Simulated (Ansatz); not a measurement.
This guess for BAs is about to be relaxed.

```cif
data_structure
_symmetry_space_group_name_H-M 'P 1'
_symmetry_Int_Tables_number 1
_cell_length_a 4.2963
_cell_length_b 4.2963
_cell_length_c 12.9815
_cell_angle_alpha 90.000
_cell_angle_beta 90.000
_cell_angle_gamma 90.000
_cell_volume 239.61
loop_
_atom_site_label
_atom_site_type_symbol
_atom_site_fract_x
_atom_site_fract_y
_atom_site_fract_z
_atom_site_occupancy
B1 B 0.43203 0.88390 0.93858 1
B2 B 0.38390 0.06797 0.18858 1
B3 B 0.06797 0.38390 0.81142 1
B4 B 0.88390 0.43203 0.06142 1
B5 B 0.56797 0.11610 0.43858 1
B6 B 0.61610 0.93203 0.68858 1
B7 B 0.93203 0.61610 0.31142 1
B8 B 0.11610 0.56797 0.56142 1
As1 As 0.06797 0.61610 0.93858 1
As2 As 0.11610 0.43203 0.18858 1
As3 As 0.43203 0.11610 0.81142 1
As4 As 0.61610 0.06797 0.06142 1
As5 As 0.93203 0.38390 0.43858 1
As6 As 0.88390 0.56797 0.68858 1
As7 As 0.56797 0.88390 0.31142 1
As8 As 0.38390 0.93203 0.56142 1
```

Level of theory: DFT PBE, scalar-relativistic, plane waves, PAW (Ansatz). Cutoff 420 eV, Gaussian smearing, Γ-centred meshes. Cell and atoms relax first on a coarse mesh and then on a finer one. In between, the cell is made exact in the group found at 0.06 Å. In metals the finer mesh still leaves noise of several meV/atom or more. The steps can't lower the symmetry of their start. No spin polarisation.

A guess keeps its type if space group and coordination stay and the shape of the cell changes little (axis ratios within about 15 %, angles within 6°); the volume may change.

Problem. Does this structure survive the relaxation?

Solution. It keeps its type. The symmetry stays P4_32_12 (No. 96). The volume per atom grows by 11.5 %, from 15.0 to 16.7 Å³. The shortest distance goes from 1.93 Å (B–As) to 1.97 Å (B–As). The ratio c/a of the conventional cell changes by a factor of 1.02. Counting neighbours within 15 % of an atom's shortest distance, the start has As 3, B 3 and the end As 3, B 3.

Formation energies are uncorrected and refer to the elements' standard structures at the same level.

Problem. At what energy does it end?

Solution. +0.63 eV/atom. It can't be a ground state, since the elements alone are lower.

The last run used an 8×8×4 mesh (in the run's order of axes) for its 16-atom cell and Gaussian smearing of 0.10 eV. The reference form of As is held partly by dispersion forces, which this level lacks. A structure relaxed within its symmetry needn't be a true minimum.
